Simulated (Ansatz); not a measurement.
# Li2S: a single-point run

Aim: a sound single-point run of Li2S. The structure is shown as the input types it.

The COD entry's cell or inner coordinates are ideal or old and differ from later refinements, so a difference from it is no clean test against experiment.

Method: density functional or hybrid calculation with the settings of its input, plane waves (as first typed), in Ansatz 0.2.0.

2 further runs of the same task are left out: 2 that didn't finish.

## Step 1: Starting point

It takes space group Fm-3m (No. 225, cubic). Conventional cell: a = 5.691 Å, b = 5.691 Å, c = 5.691 Å, α = 90.00°, β = 90.00°, γ = 90.00°. Li (site symmetry -43m) has 4 S at 2.46 Å as nearest neighbours. S (site symmetry m-3m) is surrounded by 8 Li at 2.46 Å.

As a file:

```xyz
3
Lattice="0.0000 2.8453 2.8453 2.8453 0.0000 2.8453 2.8453 2.8453 0.0000" Properties=species:S:1:pos:R:3 pbc="T T T"
Li    1.4226    1.4226    1.4226
Li    4.2679    4.2679    4.2679
S     0.0000    0.0000    0.0000
```

## Step 2: The calculation

input.yaml reads:

```yaml
crystal:
  lattice:
    - [0.0, 2.8452943747, 2.8452943747]
    - [2.8452943747, 0.0, 2.8452943747]
    - [2.8452943747, 2.8452943747, 0.0]
  atoms:
    - { symbol: Li, position: [0.25, 0.25, 0.25] }
    - { symbol: Li, position: [0.75, 0.75, 0.75] }
    - { symbol: S, position: [0.0, 0.0, 0.0] }
kpoints:
  mp_grid: { grid: [4, 4, 4] }
hamiltonian:
  xc: hse06
scf:
  occupations: { method: cold, width: 1.5 }
  n_extra_bands: 4
output:
  forces: true
  stress: true
  eigenvalues: true
```

Launch:

```sh
$ ansatz run input.yaml --threads 4 --pin off --max-ram 3686MiB --backend cpu --events-out ev --progress --plain --runs-dir out
```

What happens when this is run?

The program finished normally, with warnings (stress exchange threshold loose, stress scf threshold loose). Its log warns: «output.stress: scf.convergence.dr2_threshold = 1e-7 eV (the SCF's general default) is looser than the 3e-10 eV advised for a printed stress (1e-10 eV for each atom of the ...»

The suspect setting: scf.occupations.method is cold; scf.occupations.width is 1.5. A smearing of this width stands for electrons at many thousands of kelvin; it empties bonding states and fills antibonding ones.

To check: delete scf.occupations.width (the default then holds) and set scf.occupations.method to fixed.
